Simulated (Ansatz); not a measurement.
The reference is InN in the wurtzite structure (space group P6_3mc, No. 186).

```
InN
1.0
    3.54750     0.00000     0.00000
   -1.77375     3.07222     0.00000
    0.00000     0.00000     5.72256
In N
2 2
Direct
  0.66667   0.33333   0.00226
  0.33333   0.66667   0.50226
  0.66667   0.33333   0.62294
  0.33333   0.66667   0.12294
```

Cartesian axes are those of the cell as printed.

All numbers come from r2SCAN (Ansatz, a program for electronic structure), no spin-orbit coupling.

Before the change:

```
Property                        Result
-----------------------------  -------
Pressure                       0.0 GPa
Shortest interatomic distance  2.161 Å
```

It is then changed as follows: the cell is stretched by 2.76 % along y with no lateral relaxation, atoms relaxed at fixed cell.

Question: Predict the new energy relative to the base.

Answer: The energy goes up by 8.1 meV/atom.

Question: Predict the new largest internal atomic displacement.

Answer: The largest internal atomic displacement amounts to 0.018 Å.

Question: Estimate the effect on the pressure.

Answer: The pressure (mean of the normal stresses, compression positive) goes from zero to -3.7 GPa.

Question: How does this affect the shortest interatomic distance?

Answer: The shortest interatomic distance increases by 0.020 Å, from 2.161 Å to 2.181 Å.

The cells carry an imposed strain or load. No phonon test of stability was made. All final runs are without spin polarisation.
